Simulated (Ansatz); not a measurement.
The system is HfO2.

```
CELL_PARAMETERS angstrom
4.81353 0.00000 0.00000
0.00000 4.81353 0.00000
0.00000 0.00000 3.20542
ATOMIC_POSITIONS crystal
Hf 0.50000 0.50000 0.50000
Hf 0.00000 0.00000 0.00000
O 0.80504 0.19496 0.50000
O 0.69496 0.69496 0.00000
O 0.30504 0.30504 0.00000
O 0.19496 0.80504 0.50000
```

Measurements of this composition are mostly on another form, of space group No. 14.

```yaml
Program: Ansatz 0.2.0
Task: single point
Functional: PBE
Potentials_or_basis: all-electron LAPW, scalar-relativistic
Cutoff: 430 eV (chosen from the basis error)
Basis_error_allowed: 0.001 eV/atom
k_mesh: 6 × 6 × 8
Occupations: fermi-dirac, width 0.05 eV
Spin: no spin polarisation
```

On this cell: pressure 8.6 GPa; largest force 0.080 eV/Å; band gap on the k mesh 4.04 eV, direct.

The same run follows on a disturbed copy (atoms moved at random, drawn with an rms of 0.05 Å):

```
Hf O
1.0
     4.81353    0.00000    0.00000
     0.00000    4.81353    0.00000
     0.00000    0.00000    3.20542
Hf O
2 4
Direct
  0.49065 0.49807 0.50886
  0.00394 0.99721 0.98664
  0.80493 0.19942 0.50994
  0.68750 0.69082 0.00169
  0.31284 0.30387 0.00825
  0.19223 0.80029 0.51215
```

Problem. What changes?

Solution. The energy moves by +18.0 meV/atom; pressure 9.6 GPa; largest force 1.279 eV/Å; band gap on the k mesh 4.02 eV, direct.

Forces on the atoms (eV/Å):
```
Hf   1.093  0.027 -0.139
Hf  -1.017  0.260  0.690
O    0.397 -0.370 -0.223
O    0.643  0.737  0.252
O   -0.951 -0.853 -0.050
O   -0.165  0.198 -0.530
```

Stress tensor (GPa, compression positive):
```
 8.58 -1.15 -0.14
-1.15  8.82  0.98
-0.14  0.98 11.41
```

Caveats: spin-orbit coupling is left out, which moves the levels of the heavy elements.

A k mesh can miss the band edges.
